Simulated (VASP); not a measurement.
Mo: relaxation of cell and atoms with r2SCAN

The system is Mo.

```
CELL_PARAMETERS angstrom
-1.54090 1.54090 1.54090
1.54090 -1.54090 1.54090
1.54090 1.54090 -1.54090
ATOMIC_POSITIONS crystal
Mo 0.00000 0.00000 0.00000
```

```json
{"Program": "VASP 6.6.1", "Task": "relaxation of cell and atoms", "Functional": "r2SCAN", "Potentials or basis": "VASP PAW PBE potentials, release 64 (Mo_sv)", "Cutoff": "600 eV", "k mesh": "16 × 16 × 16", "Occupations": "methfessel-paxton, width 0.1 eV", "Spin": "no spin polarisation", "Target pressure": "22 GPa", "Further INCAR settings": "ALGO = Normal; EDIFF = 1e-07; IBRION = 2; EDIFFG = -0.005; NSW = 90; ISIF = 3"}
```

```
Pressure after relaxing : 22.0 GPa
Band gap on the k mesh  : none (metal or under the smearing width)
```

Final structure:
```xyz
1
Lattice="-1.5409 1.5409 1.5409 1.5409 -1.5409 1.5409 1.5409 1.5409 -1.5409" Properties=species:S:1:pos:R:3 pbc="T T T"
Mo    0.0000    0.0000    0.0000
```

Levels at points of the mesh, in eV from the Fermi level:
```csv
k point,band 4,band 5,band 6,band 7,band 8,band 9,band 10,band 11
"(0.00, 0.00, 0.00)",-35.56,-7.88,-1.58,-1.58,-1.58,2.00,2.00,15.55
"(0.50, 0.00, 0.00)",-35.58,-6.05,-3.95,1.86,2.03,2.79,5.40,12.61
"(0.50, 0.50, 0.50)",-36.81,-6.24,-6.24,4.52,4.52,4.52,10.02,10.02
```

Run time: 52 s on 2 MPI ranks on AMD EPYC 9R45 (Zen 5), on a shared host, peak memory 0.12 GiB a rank.

Caveat: the relaxation stopped at its first step, so nothing moved; the cell is relaxed towards a set pressure, so the enthalpy falls and the energy may rise; the PAW data sets were made with another functional, which shifts forces and pressure a little.
